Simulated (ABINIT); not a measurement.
# InAs (F-43m) in ABINIT: notebook

One crystal, InAs, is run at these levels: LDA, PBEsol; tasks: single point.

Program: ABINIT 10.8.3 (patched build). These are calculated values, not measurements. Logs are shortened: lines on timing, memory, paths and dates and some standing lists are left out, and cuts for length are marked. The log counts tension as positive stress, the text compression.

**Experimental background.**

A printed reference work, data compilation reports, for a bulk crystal of InAs at 4.2 K: band gap 0.418 eV (direct).

How close the calculation comes is told below.

**1. The structure**

The structure is cubic, space group F-43m (No. 216). The conventional cell has a = 6.036 Å, b = 6.036 Å, c = 6.036 Å, α = 90.00°, β = 90.00°, γ = 90.00°. Around In (site symmetry -43m) lie 4 As at 2.61 Å. Around As (site symmetry -43m) lie 4 In at 2.61 Å.

**2. Single point, LDA**

Contents of run.abi:

```
# Pseudopotentials
pp_dirpath "./"
pseudos "In.hgh, As.hgh"

# Structure
acell 3*1.0 Angstrom
rprim
     0.0000000000     3.0180000000     3.0180000000
     3.0180000000     0.0000000000     3.0180000000
     3.0180000000     3.0180000000     0.0000000000
ntypat 2
znucl 49 33
natom 2
typat 1 2
xcart
     0.0000000000     0.0000000000     0.0000000000
     8.5547901662     8.5547901662     8.5547901662

# Plane-wave basis
ecut 353.748021 eV

# k points
kptopt 1
ngkpt 6 6 6
nshiftk 1
shiftk 0.0 0.0 0.0

# Exchange and correlation
ixc 7

# Bands and occupations
nband 8
occopt 3
tsmear 0.05 eV

# SCF cycle
nstep 100
tolvrs 1.0e-10

# Output
iomode 3
prtwf 0
prtden 0
prteig 0
prtebands 0
enunit 1
```

Potentials or basis: HGH LDA.

Started as:

```bash
$ abinit run.abi > log 2>&1
```

run.abo:

```text
.Version 10.8.3 of ABINIT
 Symmetries : space group F-4 3 m (#216); Bravais cF (face-center cubic)
================================================================================
 Values of the parameters that define the memory need of the present run
     intxc =       0    ionmov =       0      iscf =       7    lmnmax =       6
     lnmax =       6     mgfft =      30  mpssoang =       3    mqgrid =    3001
     natom =       2  nloc_mem =       1    nspden =       1   nspinor =       1
    nsppol =       1      nsym =      24    n1xccc =       0    ntypat =       2
    occopt =       3   xclevel =       1
       mpw =         853          nfft =       27000          nkpt =          16
================================================================================
================================================================================

--------------------------------------------------------------------------------
------------- Echo of variables that govern the present computation ------------
--------------------------------------------------------------------------------
 -outvars: echo values of preprocessed input variables --------
            acell      1.8897261259E+00  1.8897261259E+00  1.8897261259E+00 Bohr
              amu      1.14820000E+02  7.49215900E+01
             ecut      1.30000000E+01 Hartree
           enunit           1
              ixc           7
         kptrlatt        6    0    0      0    6    0      0    0    6
          kptrlen      4.83932011E+01
            natom           2
            nband           8
            ngfft          30      30      30
             nkpt          16
            nstep         100
             nsym          24
           ntypat           2
           occopt           3
           prtden           0
        prtebands           0
           prteig           0
            prtwf           0
            rprim      0.0000000000E+00  3.0180000000E+00  3.0180000000E+00
                       3.0180000000E+00  0.0000000000E+00  3.0180000000E+00
                       3.0180000000E+00  3.0180000000E+00  0.0000000000E+00
          spgroup         216
           tolvrs      1.00000000E-10
           tsmear      1.83746611E-03 Hartree
            typat      1  2
           xangst      0.0000000000E+00  0.0000000000E+00  0.0000000000E+00
                       4.5270000000E+00  4.5270000000E+00  4.5270000000E+00
            xcart      0.0000000000E+00  0.0000000000E+00  0.0000000000E+00
                       8.5547901720E+00  8.5547901720E+00  8.5547901720E+00
             xred      0.0000000000E+00  0.0000000000E+00  0.0000000000E+00
                       7.5000000000E-01  7.5000000000E-01  7.5000000000E-01
            znucl       49.00000   33.00000

================================================================================

 chkinp: Checking input parameters for consistency.

================================================================================
== DATASET  1 ==================================================================

--- !DatasetInfo
iteration_state: {dtset: 1, }
dimensions: {natom: 2, nkpt: 16, mband: 8, nsppol: 1, nspinor: 1, nspden: 1, mpw: 853, }
cutoff_energies: {ecut:  13.0, pawecutdg:  -1.0, }
electrons: {nelect:   8.00000000E+00, charge:   0.00000000E+00, occopt:   3.00000000E+00, tsmear:   1.83746611E-03, }
meta: {optdriver: 0, ionmov: 0, optcell: 0, iscf: 7, paral_kgb: 0, }
...

 Exchange-correlation functional for the present dataset will be:
  LDA: Perdew-Wang 92 LSD fit to Ceperley-Alder data - ixc=7
  J.P.Perdew and Y.Wang, PRB 45, 13244 (1992)

 Real(R)+Recip(G) space primitive vectors, cartesian coordinates (Bohr,Bohr^-1):
 R(1)=  0.0000000  5.7031934  5.7031934  G(1)= -0.0876702  0.0876702  0.0876702
 R(2)=  5.7031934  0.0000000  5.7031934  G(2)=  0.0876702 -0.0876702  0.0876702
 R(3)=  5.7031934  5.7031934  0.0000000  G(3)=  0.0876702  0.0876702 -0.0876702
 Unit cell volume ucvol=  3.7100888E+02 bohr^3
 Angles (23,13,12)=  6.00000000E+01  6.00000000E+01  6.00000000E+01 degrees

 getcut: wavevector=  0.0000  0.0000  0.0000  ngfft=  30  30  30
         ecut(hartree)=     13.000   => boxcut(ratio)=   2.29421

 getcut : COMMENT -
  Note that boxcut > 2.2 ; recall that boxcut=Gcut(box)/Gcut(sphere) = 2
  is sufficient for exact treatment of convolution.
  Such a large boxcut is a waste : you could raise ecut
  e.g. ecut=   17.106064 Hartrees makes boxcut=2

--- Pseudopotential description ------------------------------------------------
- pspini: atom type   1  psp file is ./In.hgh
    3    1    2    0      2001   0.00000      pspcod,pspxc,lmax,lloc,mmax,r2well

 pspatm : COMMENT -
  the projectors are not normalized,
  so that the KB energies are not consistent with
  definition in PRB44, 8503 (1991).
  However, this does not influence the results obtained hereafter.

- pspini: atom type   2  psp file is ./As.hgh
    3    1    2    0      2001   0.00000      pspcod,pspxc,lmax,lloc,mmax,r2well

 pspatm : COMMENT -
  the projectors are not normalized,
  so that the KB energies are not consistent with
  definition in PRB44, 8503 (1991).
  However, this does not influence the results obtained hereafter.

   2.06028354E+02                                ecore*ucvol(ha*bohr**3)
--------------------------------------------------------------------------------

================================================================================

--- !BeginCycle
iteration_state: {dtset: 1, }
solver: {iscf: 7, nstep: 100, nline: 4, wfoptalg: 0, }
tolerances: {tolvrs: 1.00E-10, }
...

     iter   Etot(hartree)      deltaE(h)  residm     vres2
 ETOT  1  -8.4459972972632    -8.446E+00 2.158E-02 2.570E+01
 ETOT  2  -8.4538276864561    -7.830E-03 2.976E-04 2.750E+00
 ETOT  3  -8.4542727266894    -4.450E-04 4.285E-05 1.887E-01
 ETOT  4  -8.4543061793243    -3.345E-05 6.011E-06 6.549E-03
 ETOT  5  -8.4543071268014    -9.475E-07 1.842E-06 6.117E-05
 ETOT  6  -8.4543071345291    -7.728E-09 3.905E-06 3.079E-07
 ETOT  7  -8.4543071345699    -4.075E-11 2.257E-06 1.426E-08
 ETOT  8  -8.4543071345711    -1.199E-12 5.288E-06 1.058E-09
 ETOT  9  -8.4543071345712    -1.599E-13 3.027E-06 8.783E-12

 At SCF step    9       vres2   =  8.78E-12 < tolvrs=  1.00E-10 =>converged.

 Cartesian components of stress tensor (hartree/bohr^3)
  sigma(1 1)=  1.31874464E-04  sigma(3 2)=  0.00000000E+00
  sigma(2 2)=  1.31874464E-04  sigma(3 1)=  0.00000000E+00
  sigma(3 3)=  1.31874464E-04  sigma(2 1)=  0.00000000E+00

--- !ResultsGS
iteration_state: {dtset: 1, }
comment   : Summary of ground state results
lattice_vectors:
- [  0.0000000,   5.7031934,   5.7031934, ]
- [  5.7031934,   0.0000000,   5.7031934, ]
- [  5.7031934,   5.7031934,   0.0000000, ]
lattice_lengths: [   8.06553,    8.06553,    8.06553, ]
lattice_angles: [ 60.000,  60.000,  60.000, ] # degrees, (23, 13, 12)
lattice_volume:   3.7100888E+02
convergence: {deltae: -1.599E-13, res2:  8.783E-12, residm:  3.027E-06, diffor: null, }
etotal    :  -8.45430713E+00
entropy   :   0.00000000E+00
fermie    :   6.74802784E-02
cartesian_stress_tensor: # hartree/bohr^3
- [  1.31874464E-04,   0.00000000E+00,   0.00000000E+00, ]
- [  0.00000000E+00,   1.31874464E-04,   0.00000000E+00, ]
- [  0.00000000E+00,   0.00000000E+00,   1.31874464E-04, ]
pressure_GPa:  -3.8799E+00
xred      :
- [  0.0000E+00,   0.0000E+00,   0.0000E+00, In]
- [  7.5000E-01,   7.5000E-01,   7.5000E-01, As]
cartesian_forces: # hartree/bohr
- [ -0.00000000E+00,  -0.00000000E+00,  -0.00000000E+00, ]
- [ -0.00000000E+00,  -0.00000000E+00,  -0.00000000E+00, ]
force_length_stats: {min:   0.00000000E+00, max:   0.00000000E+00, mean:   0.00000000E+00, }
...

 Integrated electronic density in atomic spheres:
 ------------------------------------------------
 Atom  Sphere_radius  Integrated_density
    1        2.00000          0.68446222
    2        2.00000          2.43421990
================================================================================

 ----iterations are completed or convergence reached----

 Mean square residual over all n,k,spin=   23.990E-09; max=  30.269E-07
 reduced coordinates (array xred) for    2 atoms
       0.000000000000      0.000000000000      0.000000000000
       0.750000000000      0.750000000000      0.750000000000
 rms dE/dt=  0.0000E+00; max dE/dt=  0.0000E+00; dE/dt below (all hartree)
    1       0.000000000000      0.000000000000      0.000000000000
    2       0.000000000000      0.000000000000      0.000000000000

 cartesian coordinates (angstrom) at end:
    1      0.00000000000000     0.00000000000000     0.00000000000000
    2      4.52700000000000     4.52700000000000     4.52700000000000

 cartesian forces (hartree/bohr) at end:
    1     -0.00000000000000    -0.00000000000000    -0.00000000000000
    2     -0.00000000000000    -0.00000000000000    -0.00000000000000
 frms,max,avg= 0.0000000E+00 0.0000000E+00   0.000E+00  0.000E+00  0.000E+00 h/b

 cartesian forces (eV/Angstrom) at end:
    1     -0.00000000000000    -0.00000000000000    -0.00000000000000
    2     -0.00000000000000    -0.00000000000000    -0.00000000000000
 frms,max,avg= 0.0000000E+00 0.0000000E+00   0.000E+00  0.000E+00  0.000E+00 e/A
 length scales=  1.889726125908  1.889726125908  1.889726125908 bohr
              =  1.000000000000  1.000000000000  1.000000000000 angstroms
 Fermi (or HOMO) energy (eV) =   1.83623   Average Vxc (eV)=  -8.04685
 Eigenvalues (   eV  ) for nkpt=  16  k points:
 kpt#   1, nband=  8, wtk=  0.00463, kpt=  0.0000  0.0000  0.0000 (reduced coord)
 -10.04829    1.64683    1.79854    1.79854    1.79854    5.76863    5.76863    5.76863
 prteigrs : prtvol=0 or 1, do not print more k-points.

--- !EnergyTerms
iteration_state     : {dtset: 1, }
comment             : Components of total free energy in Hartree
kinetic             :  3.02334801008190E+00
hartree             :  9.31003525238909E-01
xc                  : -2.30385050210824E+00
Ewald energy        : -7.88783473950624E+00
psp_core            :  5.55319198532044E-01
local_psp           : -3.52917238796758E+00
non_local_psp       :  7.56915996469267E-01
internal            : -8.45427089925995E+00
'-kT*entropy'       : -3.62353112968150E-05
total_energy        : -8.45430713457125E+00
total_energy_eV     : -2.30053416880971E+02
band_energy         : -8.91736145855373E-01
...

 Cartesian components of stress tensor (hartree/bohr^3)
  sigma(1 1)=  1.31874464E-04  sigma(3 2)=  0.00000000E+00
  sigma(2 2)=  1.31874464E-04  sigma(3 1)=  0.00000000E+00
  sigma(3 3)=  1.31874464E-04  sigma(2 1)=  0.00000000E+00

-Cartesian components of stress tensor (GPa)         [Pressure= -3.8799E+00 GPa]
- sigma(1 1)=  3.87988069E+00  sigma(3 2)=  0.00000000E+00
- sigma(2 2)=  3.87988069E+00  sigma(3 1)=  0.00000000E+00
- sigma(3 3)=  3.87988069E+00  sigma(2 1)=  0.00000000E+00

== END DATASET(S) ==============================================================
================================================================================

 -outvars: echo values of variables after computation  --------
            acell      1.8897261259E+00  1.8897261259E+00  1.8897261259E+00 Bohr
           etotal     -8.4543071346E+00
            fcart     -0.0000000000E+00 -0.0000000000E+00 -0.0000000000E+00
                      -0.0000000000E+00 -0.0000000000E+00 -0.0000000000E+00
            rprim      0.0000000000E+00  3.0180000000E+00  3.0180000000E+00
                       3.0180000000E+00  0.0000000000E+00  3.0180000000E+00
                       3.0180000000E+00  3.0180000000E+00  0.0000000000E+00
           strten      1.3187446415E-04  1.3187446415E-04  1.3187446415E-04
                       0.0000000000E+00  0.0000000000E+00  0.0000000000E+00
           xangst      0.0000000000E+00  0.0000000000E+00  0.0000000000E+00
                       4.5270000000E+00  4.5270000000E+00  4.5270000000E+00
             xred      0.0000000000E+00  0.0000000000E+00  0.0000000000E+00
                       7.5000000000E-01  7.5000000000E-01  7.5000000000E-01
 Calculation completed.
```

It took 5.3 s on 1 thread of Arm Neoverse N1, shared host; peak memory 0.06 GiB.

What came out:

```yaml
Free_energy: -230.0534 eV
Band_gap_on_the_k_mesh: none (metal or under the smearing width)
Valence_electrons_inside_the_program's_atomic_spheres: In 0.68; As 2.43
```

Caveat: the cutoff is too short for stress, so the log's stress isn't used; HGH potentials are hard and often keep d shells in the core, so these values are rough; this crystal is a semiconductor, whose small gap the functional closes, so the metal is an error of the method.

**3. Single point, LDA**

Contents of run.abi:

```
# Pseudopotentials
pp_dirpath "./"
pseudos "In.hgh, As.hgh"

# Structure
acell 8.0655335175 8.0655335175 8.0655335175
rprim
     0.0000000000     0.7071067812     0.7071067812
     0.7071067812     0.0000000000     0.7071067812
     0.7071067812     0.7071067812     0.0000000000
ntypat 2
znucl 49 33
natom 2
typat 1 2
xred
     0.0000000000     0.0000000000     0.0000000000
     0.7500000000     0.7500000000     0.7500000000

# Plane-wave basis
ecut 13.0

# k points
kptopt 1
ngkpt 6 6 6
nshiftk 1
shiftk 0.0 0.0 0.0

# Exchange and correlation
ixc 7

# Bands and occupations
nband 8
occopt 3
tsmear 0.05 eV

# SCF cycle
nstep 100
tolvrs 1.0e-10

# Output
iomode 3
prtwf 0
prtden 0
prteig 0
prtebands 0
enunit 1
```

Potentials or basis: HGH LDA.

Started as:

```bash
$ abinit run.abi > log 2>&1
```

Run time: 3.4 s. Hardware: 1 thread of Intel Xeon at 2.70GHz, shared host; peak memory 0.06 GiB.

It converged, with:

| Quantity | Value |
| --- | --- |
| Free energy | -230.0534 eV |
| Band gap on the k mesh | none (metal or under the smearing width) |
| Valence electrons inside the program's atomic spheres | In 0.68; As 2.43 |

Levels at points of the mesh, in eV from the Fermi level:
```csv
k point,band 2,band 3,band 4,band 5,band 6,band 7
"(0.00, 0.00, 0.00)",-0.19,-0.04,-0.04,-0.04,3.93,3.93
"(0.50, 0.00, 0.00)",-5.81,-1.00,-1.00,0.94,4.69,4.69
"(0.50, 0.50, 0.00)",-5.90,-2.32,-2.32,1.48,2.03,9.34
```

Caveat: the cutoff is too short for stress, so the log's stress isn't used; HGH potentials are hard and often keep d shells in the core, so these values are rough; this crystal is a semiconductor, whose small gap the functional closes, so the metal is an error of the method.

**4. Single point, PBEsol**

run.abi: that of step 3 with these lines changed.

```diff
@@ -2,6 +2,6 @@
 pp_dirpath "./"
-pseudos "In.hgh, As.hgh"
+pseudos "In.upf, As.upf"
 
 # Structure
-acell 8.0655335175 8.0655335175 8.0655335175
+acell 4.2680965312 4.2680965312 4.2680965312 Angstrom
 rprim
@@ -19,3 +19,3 @@
 # Plane-wave basis
-ecut 13.0
+ecut 48.0
 
@@ -28,8 +28,8 @@
 # Exchange and correlation
-ixc 7
+ixc -116133
 
 # Bands and occupations
-nband 8
+nband 27
 occopt 3
-tsmear 0.05 eV
+tsmear 0.00183747
```

Potentials or basis: PseudoDojo NC SR PBEsol v0.4 stringent.

Started as:

```bash
$ abinit run.abi > log 2>&1
```

Run time: 1.9 min. Hardware: 1 thread of Arm Neoverse V1, shared host; peak memory 0.14 GiB.

It converged, with:

```yaml
Free_energy: -13725.2806 eV
Pressure: 0.8 GPa
Band_gap_on_the_k_mesh: none (metal or under the smearing width)
Valence_electrons_inside_the_program's_atomic_spheres: In 17.86; As 20.35
```

Levels at points of the mesh, in eV from the Fermi level:
| k point | band 18 | band 19 | band 20 | band 21 | band 22 | band 23 | band 24 | band 25 | band 26 | band 27 |
| --- | --- | --- | --- | --- | --- | --- | --- | --- | --- | --- |
| (0.00, 0.00, 0.00) | -14.27 | -11.97 | -0.30 | -0.04 | -0.04 | -0.04 | 3.83 | 3.83 | 3.83 | 7.32 |
| (0.50, 0.00, 0.00) | -14.26 | -10.47 | -5.87 | -1.04 | -1.04 | 0.85 | 4.60 | 4.60 | 6.70 | 8.92 |
| (0.50, 0.50, 0.00) | -14.25 | -9.92 | -5.94 | -2.40 | -2.40 | 1.40 | 1.95 | 9.09 | 9.23 | 9.23 |

Caveat: this crystal is a semiconductor, whose small gap the functional closes, so the metal is an error of the method.

**5. Against experiment**

Step 4. Against the measured gap of InAs, 0.418 eV (direct; 4.2 K; a printed reference work, data compilation), the calculated 0.00 eV is off by -0.42 eV. Spin-orbit coupling on As, In is left out. The value is that of PBEsol on a finite k mesh, which can miss the band edges, without temperature or zero-point motion. Semilocal functionals fall short of measured gaps as a rule.
